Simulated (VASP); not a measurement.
Wanted: the native input for a VASP 6.6.1 run.

| Item | Value |
| --- | --- |
| Task | work function |
| Functional | PBE |
| Potentials or basis | VASP PAW PBE potentials, release 64 (Te, Mo_sv) |
| Cutoff | 520 eV |
| k mesh | 10 × 10 × 1 |
| Occupations | fermi-dirac, width 0.05 eV |
| Spin | non-collinear spin, zero start, spin-orbit coupling |
| Starting moments | [[0.0, 0.0, 0.0], [0.0, 0.0, 0.0], [0.0, 0.0, 0.0]] μB |
| Further INCAR settings | ALGO = Fast; EDIFF = 1e-07 |

The structure of Te2Mo lies in POSCAR:

```
Te2Mo
1.0
    3.5200000000      0.0000000000      0.0000000000
   -1.7600000000      3.0484094213      0.0000000000
    0.0000000000      0.0000000000     21.6200000000
Te Mo
2 1
Direct
    0.6666666667      0.3333333333      0.4162812211
    0.6666666667      0.3333333333      0.5837187789
    0.3333333333      0.6666666667      0.5000000000
```

The cell was built by a generator and needn't be a form met in nature.

These files were run (other wordings do the same):

INCAR

```
SYSTEM = Te2Mo
  PREC = Accurate
  ENCUT = 520
  EDIFF = 1E-7
  ISMEAR = -1
  SIGMA = 0.05
  LREAL = .FALSE.
  LASPH = .TRUE.
  NELM = 60
  ALGO = Fast
  ISIF = 2
  LWAVE = .FALSE.
  LCHARG = .TRUE.
  LNONCOLLINEAR = .TRUE.
  MAGMOM = 0 0 0 0 0 0 0 0 0
  LORBIT = 11
  LSORBIT = .TRUE.
  GGA_COMPAT = .FALSE.
  LMAXMIX = 4
  GGA = PE
  LVHAR = .TRUE.
  LVACPOTAV = .TRUE.
```

KPOINTS

```
Automatic mesh
0
G
  10 10 1
  0 0 0
```

Potentials or basis: VASP PAW PBE potentials, release 64 (Te, Mo_sv).

Launch:

```bash
$ cat potpaw_PBE.64/Te/POTCAR potpaw_PBE.64/Mo_sv/POTCAR > POTCAR
$ mpirun -np 1 vasp_ncl > vasp.out
```

Results of the run:

| Item | Value |
| --- | --- |
| Largest force | 0.179 eV/Å |
| Net moment | 0.00 μB per cell |
| Valence electrons inside the program's atomic spheres | Te 3.43; Mo 12.38 |

Run time: 18 min on 1 thread of Intel(R) Xeon(R) Platinum 8559C (Emerald Rapids), with other jobs on the host, peak memory 0.99 GiB.
